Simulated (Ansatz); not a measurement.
**C4H6 (singlet): wave-function methods side by side, 6-31G***

An exercise on one series of results from a longer session: the logs are not shown, and one member is left open.

Method: 6-31G*, core rule «outside noble gas», up to 4 orbitals frozen; program: Ansatz 0.2.0, Gaussian basis.

The runs, in order: UHF; CCSD(T) on RHF; CCSD(T) on UHF; BCCD(T) on RHF; CISD; CCSDT(Q) on RHF; CASSCF and MRCISD+Q, 8 electrons in 8 orbitals; CASSCF and NEVPT2, 8 electrons in 8 orbitals.

35 further runs of the same task are left out: 2 for a known fault of the program, 1 that didn't finish, 32 set aside as unsound or not needed.

## What is computed

The geometry is an MP2(full)/6-31G* stationary point (not a proven minimum).

10 atoms, charge 0, spin multiplicity 1.

Atoms are counted from 1 here; the program's logs count them from 0.

Bond lengths: C1–C2 1.346 Å, C1–C3 1.512 Å, C1–H5 1.087 Å, C2–C4 1.512 Å, C2–H6 1.087 Å, C3–C4 1.564 Å, C3–H7 1.095 Å, C3–H8 1.095 Å, C4–H9 1.095 Å, C4–H10 1.095 Å. Angles: C2–C1–C3 94.1°, C2–C1–H5 133.6°, C3–C1–H5 132.2°, C1–C2–C4 94.1°, C1–C2–H6 133.6°, C4–C2–H6 132.2°, C1–C3–C4 85.9°, C1–C3–H7 115.9°, C1–C3–H8 115.9°, C4–C3–H7 114.7°, C4–C3–H8 114.7°, H7–C3–H8 108.6°, C2–C4–C3 85.9°, C2–C4–H9 115.9°, C2–C4–H10 115.9°, C3–C4–H9 114.7°, C3–C4–H10 114.7°, H9–C4–H10 108.6°.

Coordinates:

```xyz
10

C     0.0000   -0.6728    0.7860
C     0.0000    0.6728    0.7860
C     0.0000   -0.7820   -0.7219
C     0.0000    0.7820   -0.7219
H     0.0000   -1.4224    1.5725
H     0.0000    1.4224    1.5725
H    -0.8893   -1.2392   -1.1679
H     0.8893   -1.2392   -1.1679
H     0.8893    1.2392   -1.1679
H    -0.8893    1.2392   -1.1679
```

The first run:

Input file in.yaml:

```yaml
crystal:
  periodic: [false, false, false]
  atoms:
    - {symbol: C, position_ang: [0.000000, -0.672762, 0.785956]}
    - {symbol: C, position_ang: [0.000000, 0.672762, 0.785956]}
    - {symbol: C, position_ang: [0.000000, -0.781980, -0.721909]}
    - {symbol: C, position_ang: [0.000000, 0.781980, -0.721909]}
    - {symbol: H, position_ang: [0.000000, -1.422393, 1.572502]}
    - {symbol: H, position_ang: [0.000000, 1.422393, 1.572502]}
    - {symbol: H, position_ang: [-0.889310, -1.239242, -1.167852]}
    - {symbol: H, position_ang: [0.889310, -1.239242, -1.167852]}
    - {symbol: H, position_ang: [0.889310, 1.239242, -1.167852]}
    - {symbol: H, position_ang: [-0.889310, 1.239242, -1.167852]}
basis:
  gaussian: {orbitals: "6-31G*"}
magnetization: {spin_polarized: true, initial_magnetization: 0}
hamiltonian: {xc: hf}
output: {orbitals: {seedname: orbitals}}
```

Started as:

```sh
ansatz run in.yaml --threads 1 --pin off --events-out ev --progress --plain --max-ram 4096MiB --backend cpu
```

Steps of the session up to this table: UHF; CCSD(T) on RHF; CCSD(T) on UHF; BCCD(T) on RHF; CISD; CCSDT(Q) on RHF; CASSCF and MRCISD+Q, 8 electrons in 8 orbitals; CASSCF and NEVPT2, 8 electrons in 8 orbitals.

One table of the session follows, with a row left open; its other results are not shown here.

```
           method  from RCCSDT(Q) (meV)
              RHF              +15606.2
              UHF              +15604.8
             RMP2               +1683.8
             CISD               +2643.5
            RCCSD                     ?
         RCCSD(T)                 +51.7
          BCCD(T)                 +50.4
           RCCSDT                 +32.3
        RCCSDT(Q)                     0
  CASSCF frontier              +12954.1
  NEVPT2 frontier               +1980.2
  MRCISD frontier               +1828.2
MRCISD+Q frontier                +342.6
```

Q: Estimate the row for RCCSD from the others.

As computed: from RCCSDT(Q) (meV): +604.3. In the column «from RCCSDT(Q) (meV)» it lies between MRCISD+Q frontier (+342.6) and RMP2 (+1683.8).

Caveats from the session: Warnings: restricted reference is unstable.
